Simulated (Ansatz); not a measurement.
Cs (hcp): energy against volume

The calculation used DFT, RPBE, plane waves (420 eV) with PAW, scalar-relativistic (Ansatz 0.2.0). The PAW files were generated under PBE, with cores re-solved for the functional.

The cell is scaled uniformly from the relaxed one, with fractional coordinates and shape fixed. Energies are extrapolated to zero smearing, pressures are those at the given smearing. Magnetic state: spin not included.

A Birch-Murnaghan fit gives V₀ = 131.87 Å³/atom, B₀ = 1.6 GPa, B₀′ = 3.5.

(1) What are the energy above the minimum and the pressure at 115.645 Å³/atom?

(2) What are the energy above the minimum and the pressure at 126.158 Å³/atom?

(3) What are the energy above the minimum and the pressure at 141.928 Å³/atom?

## Answers

(1) 12.5 meV/atom and 0.27 GPa as computed.

(2) 1.4 meV/atom and 0.08 GPa as computed.

(3) 3.5 meV/atom and -0.10 GPa as computed.
